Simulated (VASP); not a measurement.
Input of a VASP 6.6.1 run:

Contents of INCAR:

```
SYSTEM = ZnSe
PREC     = Accurate       ! precision mode
ENCUT    = 600            ! plane-wave cutoff, eV
EDIFF    = 1E-8           ! SCF threshold, eV
ISMEAR   = 0              ! smearing method
SIGMA    = 0.03           ! smearing width, eV
LREAL    = .FALSE.        ! projectors in reciprocal space
LASPH    = .TRUE.         ! aspherical terms in the spheres
NELM     = 80             ! most SCF steps
ALGO     = Fast           ! electronic algorithm
ISIF     = 2              ! what is computed and relaxed
LWAVE    = .FALSE.        ! write WAVECAR
LCHARG   = .FALSE.        ! write CHGCAR
LEPSILON = .TRUE.         ! dielectric tensor by DFPT
```

Contents of KPOINTS:

```
Automatic mesh
0
Monkhorst
  14 14 14
  0 0 0
```

Contents of POSCAR:

```
ZnSe                                    
1.0
    0.0000000000      2.7695980784      2.7695980784
    2.7695980784      0.0000000000      2.7695980784
    2.7695980784      2.7695980784      0.0000000000
  Zn              Se            
     1     1
Direct
     0.0000000000000000    0.0000000000000000    0.0000000000000000
     0.2500000000000000    0.2500000000000000    0.2500000000000000
```

Potentials or basis: VASP PAW LDA potentials, release 64 (Zn, Se).

The run is started by

```bash
$ cat potpaw_LDA.64/Zn/POTCAR potpaw_LDA.64/Se/POTCAR > POTCAR
$ mpirun -np 1 vasp_std > vasp.out
```

(1) What does it give for the electronic dielectric tensor (diagonal)?

(2) What does it give for the Born charges (mean of the diagonal)?

## Answers

(1) 7.38.

(2) Zn +1.94; Se -1.94 e.

**What was measured.**

A printed reference work, textbook reports, for a bulk crystal of ZnSe: high-frequency dielectric constant 5.9.

Against the measured high-frequency dielectric constant of ZnSe, 5.9 (a printed reference work, textbook), the calculated 7.38 is off by +25.0 %.
